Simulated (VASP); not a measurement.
# Sn (Im-3m) in VASP: further runs

One crystal, Sn, is run at these levels: r2SCAN, PBE; tasks: single point.

Program: VASP 6.6.1. These are calculated values, not measurements. Logs are shortened: lines on timing, memory, paths and dates and some standing lists are left out, and cuts for length are marked.

### 1 The structure

Symmetry: Im-3m, No. 229, cubic system. Conventional cell: a = 3.785 Å, b = 3.785 Å, c = 3.785 Å, α = 90.00°, β = 90.00°, γ = 90.00°. Around Sn (site symmetry m-3m) lie 8 Sn at 3.28 Å.

The cell was built by a generator and needn't be a form met in nature.

### 2 Single point, r2SCAN

The input, POSCAR:

```
Sn
1.0
   -1.8924315634      1.8924315634      1.8924315634
    1.8924315634     -1.8924315634      1.8924315634
    1.8924315634      1.8924315634     -1.8924315634
Sn
1
Direct
    0.0000000000      0.0000000000      0.0000000000
```

The input, INCAR.step1:

```
ALGO = Normal
EDIFF = 1E-4
ENCUT = 520
GGA = PE
ISMEAR = 0
LASPH = True
LCHARG = False
LREAL = False
LWAVE = True
NBANDS = 13
NELM = 100
PREC = Accurate
SIGMA = 0.05
```

The input, INCAR.step2:

```
ALGO = Normal
EDIFF = 1E-6
ENCUT = 520
ISIF = 2
ISMEAR = 0
ISTART = 1
LASPH = True
LCHARG = True
LELF = True
LMIXTAU = True
LREAL = False
LVHAR = True
LWAVE = False
METAGGA = R2SCAN
NBANDS = 13
NELM = 100
PREC = Accurate
SIGMA = 0.05
```

The input, KPOINTS:

```
k-points
0
Gamma
  16 16 16
```

Potentials or basis: VASP PAW PBE potentials, release 64 (Sn_d).

The run is started by

```sh
$ cat potpaw_PBE.64/Sn_d/POTCAR > POTCAR
$ cp INCAR.step1 INCAR
$ mpirun -np 1 vasp_std > vasp.out
$ cp INCAR.step2 INCAR
$ mpirun -np 1 vasp_std > vasp.out
```

OUTCAR:

```text
EDIFF = 1E-6
   ENCUT = 520
   ISIF = 2
   ISMEAR = 0
   ISTART = 1
   LASPH = True
   LREAL = False
   METAGGA = R2SCAN
   NELM = 100
   PREC = Accurate

 ion  position               nearest neighbor table
   1  0.000  0.000  0.000-

  LATTYP: Found a body centered cubic cell.
 ALAT       =     3.7848631268

  Lattice vectors:

 A1 = (  -1.8924315634,   1.8924315634,   1.8924315634)
 A2 = (   1.8924315634,  -1.8924315634,   1.8924315634)
 A3 = (   1.8924315634,   1.8924315634,  -1.8924315634)

Analysis of symmetry for initial positions (statically):
=====================================================================
 Subroutine PRICEL returns:
 Original cell was already a primitive cell.

 Routine SETGRP: Setting up the symmetry group for a
 body centered cubic supercell.

 Subroutine GETGRP returns: Found 48 space group operations
 (whereof 48 operations were pure point group operations)
 out of a pool of 48 trial point group operations.

The static configuration has the point symmetry O_h .

Analysis of symmetry for dynamics (positions and initial velocities):
=====================================================================
 Subroutine PRICEL returns:
 Original cell was already a primitive cell.

 Routine SETGRP: Setting up the symmetry group for a
 body centered cubic supercell.

 Subroutine GETGRP returns: Found 48 space group operations
 (whereof 48 operations were pure point group operations)
 out of a pool of 48 trial point group operations.

The dynamic configuration has the point symmetry O_h .

 Subroutine INISYM returns: Found 48 space group operations
 (whereof 48 operations are pure point group operations),
 and found     1 'primitive' translations

----------------------------------------------------------------------------------------

                                     Primitive cell

  volume of cell :      27.1094

  direct lattice vectors                    reciprocal lattice vectors
    -1.892431563  1.892431563  1.892431563     0.000000000  0.264210347  0.264210347
     1.892431563 -1.892431563  1.892431563     0.264210347  0.000000000  0.264210347
     1.892431563  1.892431563 -1.892431563     0.264210347  0.264210347  0.000000000

  length of vectors
     3.277787618  3.277787618  3.277787618     0.373649856  0.373649856  0.373649856

  position of ions in fractional coordinates (direct lattice)
     0.000000000  0.000000000  0.000000000

  ion indices of the primitive-cell ions
   primitive index   ion index
                 1           1

----------------------------------------------------------------------------------------

 KPOINTS: k-points

Automatic generation of k-mesh.
 Grid dimensions read from file:
 generate k-points for:   16   16   16

 Generating k-lattice:

  Cartesian coordinates                     Fractional coordinates (reciprocal lattice)
     0.000000000  0.016513147  0.016513147     0.062500000  0.000000000  0.000000000
     0.016513147  0.000000000  0.016513147     0.000000000  0.062500000  0.000000000
     0.016513147  0.016513147  0.000000000     0.000000000  0.000000000  0.062500000

  Length of vectors
     0.023353116  0.023353116  0.023353116

  Shift w.r.t. Gamma in fractional coordinates (k-lattice)
     0.000000000  0.000000000  0.000000000

 Subroutine IBZKPT returns following result:
 ===========================================

 Found    145 irreducible k-points:

 Following reciprocal coordinates:
            Coordinates               Weight
  0.000000  0.000000  0.000000      1.000000
  0.062500  0.000000  0.000000     12.000000
  0.125000  0.000000  0.000000     12.000000
  0.187500  0.000000  0.000000     12.000000
  0.250000  0.000000  0.000000     12.000000
  0.312500  0.000000  0.000000     12.000000
[... 16 lines left out ...]
  0.187500  0.187500  0.000000     24.000000
  0.250000  0.187500  0.000000     48.000000
 [... further k-points ...]
   k-points           NKPTS =    145   k-points in BZ     NKDIM =    145   number of bands    NBANDS=     13
   number of dos      NEDOS =    301   number of ions     NIONS =      1
   total plane-waves  NPLWV =  13824
   dimension x,y,z NGX =    24 NGY =   24 NGZ =   24
   dimension x,y,z NGXF=    48 NGYF=   48 NGZF=   48
   ions per type =               1
   NGX,Y,Z   is equivalent  to a cutoff of  12.17, 12.17, 12.17 a.u.
   NGXF,Y,Z  is equivalent  to a cutoff of  24.35, 24.35, 24.35 a.u.
 SYSTEM =  unknown system
   PREC   = accura    normal or accurate (medium, high low for compatibility)
   ISTART =      1    job   : 0-new  1-cont  2-samecut
   ICHARG =      0    charge: 1-file 2-atom 10-const
   ISPIN  =      1    spin polarized calculation?
   LNONCOLLINEAR =      F non collinear calculations
   LSORBIT =      F    spin-orbit coupling
   LASPH  =      T    aspherical Exc in radial PAW
   ENCUT  =  520.0 eV  38.22 Ry    6.18 a.u.   6.09  6.09  6.09*2*pi/ulx,y,z
   NELM   =    100;   NELMIN=  2; NELMDL=  0     # of ELM steps
   EDIFF  = 0.1E-05   stopping-criterion for ELM
   LREAL  =      F    real-space projection
   EDIFFG = 0.1E-04   stopping-criterion for IOM
   NSW    =      0    number of steps for IOM
   IBRION =     -1    ionic relax: 0-MD 1-quasi-New 2-CG
   NFREE  =      0    steps in history (QN), initial steepest desc. (CG)
   ISIF   =      2    stress and relaxation
   ISYM   =      2    0-nonsym 1-usesym 2-fastsym
   POTIM  = 0.5000    time-step for ionic-motion
   TEBEG  =    0.0;   TEEND  =   0.0 temperature during run
   PSTRESS=    0.0 pullay stress
   NELECT =      14.0000    total number of electrons
   NUPDOWN=      -1.0000    fix difference up-down
   EMIN   =  10.00;   EMAX   =-10.00  energy-range for DOS
   EFERMI =   0.00;   METHOD = LEGACY
   ISMEAR =     0;   SIGMA  =   0.05  broadening in eV -4-tet -1-fermi 0-gaus
   EFERMI_NEDOS =   21; number of points for ismear=-14 and -15
   IALGO  =     38    algorithm
   IMIX   =      4    mixing-type and parameters
     AMIX     =   0.40;   BMIX     =  1.00
     AMIX_MAG =   1.60;   BMIX_MAG =  1.00
  volume/ion in A,a.u.               =      27.11       182.94
  Fermi-wavevector in a.u.,A,eV,Ry     =   1.313441  2.482044 23.471791  1.725128
  Thomas-Fermi vector in A             =   2.443764
   LORBIT       =      0    0 simple, 1 ext, 2 COOP (PROOUT), +10 PAW based schemes
   METAGGA = R2SCAN    functional components
   LHFCALC =     F    Hartree Fock is set to
   AEXX    =    0.0000 exact exchange contribution
   IVDW    =     0    specifies the selected vdW correction
   LEPSILON=     F    determine dielectric tensor
   LRPA    =     F    only Hartree local field effects (RPA)
 non-spin polarized calculation
 Gauss-broadening in eV      SIGMA  =   0.05
  energy-cutoff  :      520.00
  volume of cell :       27.11
 maximum number of plane-waves:       746
   NGX = 13   NGY = 13   NGZ = 13

 number of electron      13.9999994 magnetization

 Free energy of the ion-electron system (eV)
  ---------------------------------------------------
  ext. energy  EPLUGINS =         0.00000000
  ---------------------------------------------------
  free energy    TOTEN  =       -24.49640136 eV

  energy without entropy =      -24.49538034  energy(sigma->0) =      -24.49589085

 E-fermi :   8.0228     XC(G=0): -11.2725

 val. band max:        8.0198508432   @ k =  -0.2500   0.3750   0.1250
 cond. band min:       8.0647059301   @ k =   0.2500   0.1875   0.1250
 fundamental gap:      0.0448550869
 Fermi energy:         8.0228289865

 k-point     1 :       0.0000    0.0000    0.0000
  band No.  band energies     occupation
      1     -14.1973      2.00000
      2     -14.1972      2.00000
      3     -14.1972      2.00000
      4     -14.0433      2.00000
      5     -14.0433      2.00000
      6      -3.6043      2.00000
      7      16.5235      0.00000
      8      16.5235      0.00000
      9      16.5236      0.00000
     10      20.9835      0.00000
     11      20.9835      0.00000
     12      20.9835      0.00000
     13      21.3084      0.00000

 k-point     2 :       0.0625    0.0000    0.0000
  band No.  band energies     occupation
      1     -14.1992      2.00000
      2     -14.1945      2.00000
      3     -14.1883      2.00000
      4     -14.0455      2.00000
      5     -14.0437      2.00000
      6      -3.5140      2.00000
      7      15.7216      0.00000
      8      16.1359      0.00000
      9      16.4095      0.00000
     10      19.8890      0.00000
     11      20.0698      0.00000
     12      20.7752      0.00000
     13      21.8203      0.00000

 k-point     3 :       0.1250    0.0000    0.0000
  band No.  band energies     occupation
      1     -14.2046      2.00000
      2     -14.1869      2.00000
      3     -14.1624      2.00000
      4     -14.0514      2.00000
      5     -14.0446      2.00000
      6      -3.2427      2.00000
      7      13.9052      0.00000
      8      15.2881      0.00000
      9      16.0787      0.00000
     10      18.9479      0.00000
     11      19.1625      0.00000
     12      20.5984      0.00000
     13      22.3876      0.00000

 k-point     4 :       0.1875    0.0000    0.0000
  band No.  band energies     occupation
      1     -14.2129      2.00000
      2     -14.1776      2.00000
      3     -14.1233      2.00000
      4     -14.0586      2.00000
      5     -14.0459      2.00000
      6      -2.7898      2.00000
      7      11.7999      0.00000
      8      14.3536      0.00000
      9      15.5970      0.00000
     10      18.2177      0.00000
     11      18.3998      0.00000
     12      20.7450      0.00000
     13      22.7573      0.00000

 k-point     5 :       0.2500    0.0000    0.0000
  band No.  band energies     occupation
      1     -14.2225      2.00000
      2     -14.1707      2.00000
      3     -14.0768      2.00000
      4     -14.0637      2.00000
      5     -14.0474      2.00000
      6      -2.1558      2.00000
      7       9.6952      0.00000
      8      13.4955      0.00000
      9      15.0738      0.00000
     10      17.6401      0.00000
     11      17.7813      0.00000
     12      21.2019      0.00000
     13      23.1822      0.00000
[... 257 lines left out ...]
 k-point    22 :       0.4375    0.1250    0.0000
  band No.  band energies     occupation
      1     -14.2328      2.00000
      2     -14.1659      2.00000
      3     -14.0577      2.00000
      4     -14.0544      2.00000
      5     -13.9683      2.00000
      6       1.6307      2.00000
      7       3.6641      2.00000
      8      10.0270      0.00000
      9      12.9394      0.00000
     10      17.3655      0.00000
     11      19.6152      0.00000
     12      23.0457      0.00000
     13      23.7449      0.00000

 k-point    23 :       0.1875    0.1875    0.0000
  band No.  band energies     occupation
      1     -14.2130      2.00000
      2     -14.1657      2.00000
      3     -14.0703      2.00000
      4     -14.0563      2.00000
      5     -14.0313      2.00000
      6      -1.1663      2.00000
      7       8.5181      0.00000
      8      10.2641      0.00000
      9      13.5919      0.00000
     10      18.6372      0.00000
     11      19.2310      0.00000
     12      22.2499      0.00000
     13      23.8694      0.00000

 k-point    24 :       0.2500    0.1875    0.0000
  band No.  band energies     occupation
      1     -14.2162      2.00000
      2     -14.1559      2.00000
      3     -14.0680      2.00000
      4     -14.0594      2.00000
      5     -14.0087      2.00000
      6      -0.2826      2.00000
      7       7.0607      2.00000
      8       9.2847      0.00000
      9      13.1387      0.00000
     10      18.4811      0.00000
     11      19.7471      0.00000
     12      22.4544      0.00000
     13      25.1881      0.00000

 [... further k-points ...]
[... 5 lines left out ...]
  --------------------------------------------------------------------------------------
  -------------------------------------------------------------------------------------
  Total       -0.0011259     -0.0011259     -0.0011259      0.0000000     -0.0000000      0.0000000
  in kB       -0.0665434     -0.0665434     -0.0665434      0.0000000     -0.0000000      0.0000000
  external PRESSURE =      -0.0665434 kB  Pullay stress =       0.0000000 kB

 VOLUME and BASIS-vectors are now :
 -----------------------------------------------------------------------------
  energy-cutoff  :      520.00
  volume of cell :       27.11
      direct lattice vectors                 reciprocal lattice vectors
    -1.892431563  1.892431563  1.892431563     0.000000000  0.264210347  0.264210347
     1.892431563 -1.892431563  1.892431563     0.264210347  0.000000000  0.264210347
     1.892431563  1.892431563 -1.892431563     0.264210347  0.264210347  0.000000000

 POSITION                                       TOTAL-FORCE (eV/Angst)
 -----------------------------------------------------------------------------------
      0.00000      0.00000      0.00000        -0.000000     -0.000000     -0.000000
 -----------------------------------------------------------------------------------
    total drift:                                0.000000     -0.000000      0.000000

  FREE ENERGIE OF THE ION-ELECTRON SYSTEM (eV)
  ---------------------------------------------------
  free  energy   TOTEN  =       -24.4964013647 eV

  energy  without entropy=      -24.4953803449  energy(sigma->0) =      -24.49589085
```

Run time: 81 s. Hardware: 1 thread of AMD EPYC 9R45 (Zen 5), shared host; peak memory 0.14 GiB.

Results:

```
Free energy            : -24.4964 eV
Pressure               : 0.0 GPa
Band gap on the k mesh : none (metal or under the smearing width)
```

Caveat: the PAW data sets were made with another functional, which shifts forces and pressure a little.

### 3 Single point, PBE

This run uses another cell than the first one, of 27.05 Å³/atom, 0.998 times its volume.

The input, INCAR:

```
SYSTEM = Sn
  PREC = Accurate
  ENCUT = 520
  EDIFF = 1E-7
  ISMEAR = 0
  SIGMA = 0.05
  LREAL = .FALSE.
  LASPH = .TRUE.
  NELM = 100
  ALGO = Fast
  ISIF = 2
  LWAVE = .FALSE.
  LCHARG = .FALSE.
  GGA = PE
  NBANDS = 13
```

The input, KPOINTS:

```
Automatic mesh
0
G
  8 8 8
  0 0 0
```

The input, POSCAR:

```
Sn
1.0
   -1.8911406569      1.8911406569      1.8911406569
    1.8911406569     -1.8911406569      1.8911406569
    1.8911406569      1.8911406569     -1.8911406569
Sn
1
Direct
    0.0000000000      0.0000000000      0.0000000000
```

Potentials or basis: VASP PAW PBE potentials, release 64 (Sn_d).

The run is started by

```sh
$ cat potpaw_PBE.64/Sn_d/POTCAR > POTCAR
$ mpirun -np 1 vasp_std > vasp.out
```

OUTCAR:

```text
SYSTEM = Sn
   PREC = Accurate
   ENCUT = 520
   EDIFF = 1E-7
   ISMEAR = 0
   LREAL = .FALSE.
   LASPH = .TRUE.
   NELM = 100
   ISIF = 2
   GGA = PE

 ion  position               nearest neighbor table
   1  0.000  0.000  0.000-

  LATTYP: Found a body centered cubic cell.
 ALAT       =     3.7822813138

  Lattice vectors:

 A1 = (  -1.8911406569,   1.8911406569,   1.8911406569)
 A2 = (   1.8911406569,  -1.8911406569,   1.8911406569)
 A3 = (   1.8911406569,   1.8911406569,  -1.8911406569)

[... 555 lines left out ...]
      5     -13.2418      2.00000
      6       1.3994      2.00000
      7       7.2316      2.00000
      8       9.5216      0.00000
      9      10.7159      0.00000
     10      14.2623      0.00000
     11      19.0504      0.00000
     12      21.4162      0.00000
     13      22.1186      0.00000

 [... further k-points ...]
[... 5 lines left out ...]
  --------------------------------------------------------------------------------------
  -------------------------------------------------------------------------------------
  Total        0.1995995      0.1995995      0.1995995     -0.0000000      0.0000000      0.0000000
  in kB       11.8205710     11.8205710     11.8205710     -0.0000000      0.0000000      0.0000000
  external PRESSURE =      11.8205710 kB  Pullay stress =       0.0000000 kB

 VOLUME and BASIS-vectors are now :
 -----------------------------------------------------------------------------
  energy-cutoff  :      520.00
  volume of cell :       27.05
      direct lattice vectors                 reciprocal lattice vectors
    -1.891140657  1.891140657  1.891140657     0.000000000  0.264390699  0.264390699
     1.891140657 -1.891140657  1.891140657     0.264390699  0.000000000  0.264390699
     1.891140657  1.891140657 -1.891140657     0.264390699  0.264390699  0.000000000

 POSITION                                       TOTAL-FORCE (eV/Angst)
 -----------------------------------------------------------------------------------
      0.00000      0.00000      0.00000         0.000000     -0.000000      0.000000
 -----------------------------------------------------------------------------------
    total drift:                               -0.000000     -0.000000      0.000000

  FREE ENERGIE OF THE ION-ELECTRON SYSTEM (eV)
  ---------------------------------------------------
  free  energy   TOTEN  =        -3.7553867776 eV

  energy  without entropy=       -3.7529172945  energy(sigma->0) =       -3.75415204
```

Wall time 6.9 s (1 thread of AMD EPYC 9R45 (Zen 5), shared host); peak memory 0.1 GiB.

What came out:

* Free energy: -3.7554 eV
* Pressure: 1.2 GPa
* Band gap on the k mesh: none (metal or under the smearing width)

Levels at points of the mesh, in eV from the Fermi level:
```csv
k point,band 4,band 5,band 6,band 7,band 8,band 9,band 10,band 11
"(0.00, 0.00, 0.00)",-21.33,-21.33,-11.02,8.11,8.11,8.11,12.22,12.22
"(0.50, 0.00, 0.00)",-21.33,-21.24,-6.32,-4.35,3.72,5.56,8.08,8.37
"(0.50, 0.50, 0.50)",-21.26,-21.26,-2.34,-0.38,-0.38,-0.38,3.93,3.93
```
